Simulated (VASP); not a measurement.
# InP (F-43m) in VASP: settings compared, part 2 of 2

VASP 6.6.1. Earlier steps stand in the parts before.

**4. Single point, r2SCAN**

This run uses another cell than the first one, of 24.23 Å³/atom, 0.954 times its volume.

POSCAR reads:

```
InP
1.0
    0.0000000000      2.8935981800      2.8935981800
    2.8935981800      0.0000000000      2.8935981800
    2.8935981800      2.8935981800      0.0000000000
In P
1 1
Direct
    0.0000000000      0.0000000000      0.0000000000
    0.2500000000      0.2500000000      0.2500000000
```

INCAR.step1 reads:

```
  ALGO = Normal
  EDIFF = 1E-4
  ENCUT = 520
  GGA = PE
  ISMEAR = -1
  LASPH = True
  LCHARG = False
  LREAL = False
  LWAVE = True
  NBANDS = 16
  NELM = 80
  PREC = Accurate
  SIGMA = 0.02
```

INCAR.step2 reads:

```
  ALGO = Normal
  EDIFF = 1E-7
  ENCUT = 520
  ISIF = 2
  ISMEAR = -1
  ISTART = 1
  LASPH = True
  LCHARG = False
  LMIXTAU = True
  LREAL = False
  LWAVE = False
  METAGGA = R2SCAN
  NBANDS = 16
  NELM = 80
  PREC = Accurate
  SIGMA = 0.02
```

KPOINTS reads:

```
k-points
0
Gamma
  8 8 8
```

Potentials or basis: VASP PAW PBE potentials, release 64 (In_d, P).

Started as:

```
cat potpaw_PBE.64/In_d/POTCAR potpaw_PBE.64/P/POTCAR > POTCAR
cp INCAR.step1 INCAR
mpirun -np 1 vasp_std > vasp.out
cp INCAR.step2 INCAR
mpirun -np 1 vasp_std > vasp.out
```

OUTCAR:

```text
EDIFF = 1E-7
   ENCUT = 520
   ISIF = 2
   ISMEAR = -1
   ISTART = 1
   LASPH = True
   LREAL = False
   METAGGA = R2SCAN
   NELM = 80
   PREC = Accurate

 ion  position               nearest neighbor table
   1  0.000  0.000  0.000-   2 2.51   2 2.51   2 2.51   2 2.51
   2  0.250  0.250  0.250-   1 2.51   1 2.51   1 2.51   1 2.51

  LATTYP: Found a face centered cubic cell.
 ALAT       =     5.7871963600

  Lattice vectors:

 A1 = (   0.0000000000,   2.8935981800,   2.8935981800)
 A2 = (   2.8935981800,   0.0000000000,   2.8935981800)
 A3 = (   2.8935981800,   2.8935981800,   0.0000000000)
[... 623 lines left out ...]
      4      -9.1013      2.00000
      5      -9.0784      2.00000
      6      -4.5402      2.00000
[... 8 lines left out ...]
     15      16.8372      0.00000
     16      17.5865      0.00000

 [... further k-points ...]
[... 5 lines left out ...]
  --------------------------------------------------------------------------------------
  -------------------------------------------------------------------------------------
  Total        1.4168302      1.4168302      1.4168302     -0.0000000      0.0000000     -0.0000000
  in kB       46.8472105     46.8472105     46.8472105     -0.0000000      0.0000000     -0.0000000
  external PRESSURE =      46.8472105 kB  Pullay stress =       0.0000000 kB

 VOLUME and BASIS-vectors are now :
 -----------------------------------------------------------------------------
  energy-cutoff  :      520.00
  volume of cell :       48.46
      direct lattice vectors                 reciprocal lattice vectors
     0.000000000  2.893598180  2.893598180    -0.172795243  0.172795243  0.172795243
     2.893598180  0.000000000  2.893598180     0.172795243 -0.172795243  0.172795243
     2.893598180  2.893598180  0.000000000     0.172795243  0.172795243 -0.172795243

 POSITION                                       TOTAL-FORCE (eV/Angst)
 -----------------------------------------------------------------------------------
      0.00000      0.00000      0.00000        -0.000000      0.000000      0.000000
      1.44680      1.44680      1.44680         0.000000     -0.000000     -0.000000
 -----------------------------------------------------------------------------------
    total drift:                               -0.000001     -0.000001     -0.000001

  FREE ENERGIE OF THE ION-ELECTRON SYSTEM (eV)
  ---------------------------------------------------
  free  energy   TOTEN  =       -32.2549329550 eV

  energy  without entropy=      -32.2549329550  energy(sigma->0) =      -32.25493296
```

OUTCAR.step1:

```text
EDIFF = 1E-4
   ENCUT = 520
   GGA = PE
   ISMEAR = -1
   LASPH = True
[... 676 lines left out ...]
      0.00000      0.00000      0.00000        -0.000000     -0.000000     -0.000000
      1.44680      1.44680      1.44680         0.000000      0.000000      0.000000
 -----------------------------------------------------------------------------------
    total drift:                               -0.000000     -0.000000     -0.000000

  FREE ENERGIE OF THE ION-ELECTRON SYSTEM (eV)
  ---------------------------------------------------
  free  energy   TOTEN  =        -8.3244129919 eV

  energy  without entropy=       -8.3244129919  energy(sigma->0) =       -8.32441299
```

Run time: 63 s. Hardware: 1 thread of Intel Xeon 6975P-C (Granite Rapids), shared host; peak memory 0.18 GiB.

What came out:

```yaml
Free_energy: -32.2549 eV
Pressure: 4.7 GPa
Band_gap_on_the_k_mesh: 1.39 eV, direct
```

Caveat: the PAW data sets were made with another functional, which shifts forces and pressure a little; spin-orbit coupling is left out, which moves the levels of the heavy elements. r2SCAN opens gaps a little over a GGA but as a rule still falls short of measured ones.

**5. Single point, r2SCAN**

This run uses another cell than the first one, of 24.74 Å³/atom, 0.974 times its volume.

POSCAR reads:

```
InP
1.0
    0.0000000000      2.9139763100      2.9139763100
    2.9139763100      0.0000000000      2.9139763100
    2.9139763100      2.9139763100      0.0000000000
In P
1 1
Direct
    0.0000000000      0.0000000000      0.0000000000
    0.2500000000      0.2500000000      0.2500000000
```

INCAR.step1 reads:

```
PREC = Accurate
ENCUT = 520
ISMEAR = -1
SIGMA = 0.02
LREAL = F
LASPH = T
NELM = 60
NBANDS = 16
GGA = PE
ALGO = Normal
EDIFF = 1E-4
LWAVE = T
LCHARG = F
```

INCAR.step2 reads:

```
PREC = Accurate
ENCUT = 520
EDIFF = 1E-6
ISMEAR = -1
SIGMA = 0.02
LREAL = F
LASPH = T
NELM = 60
ALGO = Normal
ISIF = 2
LWAVE = F
LCHARG = F
METAGGA = R2SCAN
LMIXTAU = T
NBANDS = 16
ISTART = 1
```

KPOINTS reads:

```
regular mesh
0
Gamma
  8 8 8
```

Started as:

```
cat potpaw_PBE.64/In_d/POTCAR potpaw_PBE.64/P/POTCAR > POTCAR
cp INCAR.step1 INCAR
mpirun -np 1 vasp_std > vasp.out
cp INCAR.step2 INCAR
mpirun -np 1 vasp_std > vasp.out
```

Run time: 44 s. Hardware: 1 thread of Intel Xeon 6975P-C (Granite Rapids), shared host; peak memory 0.18 GiB.

Results (log left out):

```yaml
Free_energy: -32.2796 eV
Pressure: 2.9 GPa
Band_gap_on_the_k_mesh: 1.27 eV, direct
```

Levels at points of the mesh, in eV from the valence-band top:
| k point | band 7 | band 8 | band 9 | band 10 | band 11 | band 12 |
| --- | --- | --- | --- | --- | --- | --- |
| (0.00, 0.00, 0.00) | 0.00 | 0.00 | 0.00 | 1.27 | 4.44 | 4.44 |
| (0.50, 0.00, 0.00) | -5.98 | -1.03 | -1.03 | 1.91 | 5.16 | 5.16 |
| (0.50, 0.50, 0.00) | -5.96 | -2.47 | -2.47 | 1.98 | 2.55 | 10.01 |

Caveat: the PAW data sets were made with another functional, which shifts forces and pressure a little; spin-orbit coupling is left out, which moves the levels of the heavy elements.

**6. Single point, r2SCAN**

This run uses another cell than the first one, of 25.26 Å³/atom, 0.995 times its volume.

POSCAR reads:

```
InP
1.0
    0.0000000000      2.9340733300      2.9340733300
    2.9340733300      0.0000000000      2.9340733300
    2.9340733300      2.9340733300      0.0000000000
In P
1 1
Direct
    0.0000000000      0.0000000000      0.0000000000
    0.2500000000      0.2500000000      0.2500000000
```

INCAR.step1: that of step 5 with these lines changed.

```diff
@@ -6,3 +6,3 @@
 LASPH = T
-NELM = 60
+NELM = 100
 NBANDS = 16
```

INCAR.step2: that of step 5 with these lines changed.

```diff
@@ -7,3 +7,3 @@
 LASPH = T
-NELM = 60
+NELM = 100
 ALGO = Normal
```

KPOINTS reads:

```
Automatic mesh
0
Gamma
  8 8 8
```

Potentials or basis: VASP PAW PBE potentials, release 64 (In_d, P).

Started as:

```
cat potpaw_PBE.64/In_d/POTCAR potpaw_PBE.64/P/POTCAR > POTCAR
cp INCAR.step1 INCAR
mpirun -np 1 vasp_std > vasp.out
cp INCAR.step2 INCAR
mpirun -np 1 vasp_std > vasp.out
```

Run time: 41 s. Hardware: 1 thread of Intel Xeon 6975P-C (Granite Rapids), shared host; peak memory 0.19 GiB.

The run converged. Its results:

| Item | Value |
| --- | --- |
| Free energy | -32.2934 eV |
| Pressure | 1.3 GPa |
| Band gap on the k mesh | 1.15 eV, direct |

Levels at points of the mesh, in eV from the valence-band top:
```
           k point  band 7  band 8  band 9  band 10  band 11  band 12
(0.00, 0.00, 0.00)    0.00    0.00    0.00     1.15     4.44     4.44
(0.50, 0.00, 0.00)   -5.86   -1.00   -1.00     1.86     5.16     5.16
(0.50, 0.50, 0.00)   -5.86   -2.40   -2.40     2.01     2.55     9.86
```

Caveat: the PAW data sets were made with another functional, which shifts forces and pressure a little; spin-orbit coupling is left out, which moves the levels of the heavy elements.

**7. Overview**

| level | cell | gap on the mesh (eV) | pressure (GPa) |
| --- | --- | --- | --- |
| PBEsol | a = 4.157 Å, angles 60.0°, 2 atoms | 0.57 | 0.0 |
| PBE | a = 4.215 Å, angles 60.0°, 2 atoms | 0.44 | -0.1 |
| r2SCAN | a = 4.092 Å, angles 60.0°, 2 atoms | 1.39 | 4.7 |
| r2SCAN | a = 4.121 Å, angles 60.0°, 2 atoms | 1.27 | 2.9 |
| r2SCAN | a = 4.149 Å, angles 60.0°, 2 atoms | 1.15 | 1.3 |

Alike in all rows: task single point; potentials or basis VASP PAW PBE potentials, release 64 (In_d, P); no spin polarisation; k mesh 8 × 8 × 8; cutoff (eV) 520; smearing fermi-dirac 0.02 eV.

Caveats: spin-orbit coupling is left out, which moves the levels of the heavy elements; the PAW data sets were made with another functional, which shifts forces and pressure a little (some runs).

Total energies depend on the potentials used, so only differences within one code and one set of settings carry meaning.

**8. Against experiment**

Step 2. Measured gap of InP: 1.4236 eV (direct; 1.6 K; a printed reference work, data compilation). This calculation gives 0.57 eV (-0.86 eV). Spin-orbit coupling on In is left out. The value is that of PBEsol, without temperature or zero-point motion. Semilocal functionals fall short of measured gaps as a rule.

Step 3. Measured gap of InP: 1.4236 eV (direct; 1.6 K; a printed reference work, data compilation). This calculation gives 0.44 eV (-0.99 eV). Spin-orbit coupling on In is left out. The value is that of PBE, without temperature or zero-point motion. Semilocal functionals fall short of measured gaps as a rule.

Step 5. Measured gap of InP: 1.4236 eV (direct; 1.6 K; a printed reference work, data compilation). This calculation gives 1.27 eV (-0.16 eV). Spin-orbit coupling on In is left out. The value is that of r2SCAN, without temperature or zero-point motion.

Step 6. Against the measured gap of InP, 1.4236 eV (direct; 1.6 K; a printed reference work, data compilation), the calculated 1.15 eV is off by -0.28 eV. Spin-orbit coupling on In is left out. The value is that of r2SCAN, without temperature or zero-point motion.
